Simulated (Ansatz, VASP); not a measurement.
## GaAs: VASP beside Ansatz

```
CELL_PARAMETERS angstrom
0.00000 2.82685 2.82685
2.82685 0.00000 2.82685
2.82685 2.82685 0.00000
ATOMIC_POSITIONS crystal
As 0.75000 0.75000 0.75000
Ga 0.00000 0.00000 0.00000
```

Alike in both runs: functional LDA; k mesh 8 × 8 × 8; occupations fermi-dirac, width 0.05 eV; no spin polarisation.

```csv
,VASP,Ansatz
version,VASP 6.6.1,Ansatz 0.2.0
potentials or method,"VASP PAW LDA potentials, release 64 (As, Ga_d)",Ansatz PAW
plane-wave cutoff (eV),520,420
valence electrons in the cell,18,28
task,single point,band structure
```

Ansatz gave:

* gap on the k mesh at the Fermi level (eV): 0.28
* least direct gap on the mesh (eV): 0.28
* pressure (GPa): -1.9

What did VASP give for the same quantities?

gap on the k mesh at the Fermi level (eV): 0.33; least direct gap on the mesh (eV): 0.33; pressure (GPa): -1.6.

The two sets of potentials don't hold the same shells in valence.

Caveats: the PAW data sets come from PBE, with cores solved anew for the run's functional, which leaves a small shift of forces and pressure (Ansatz).
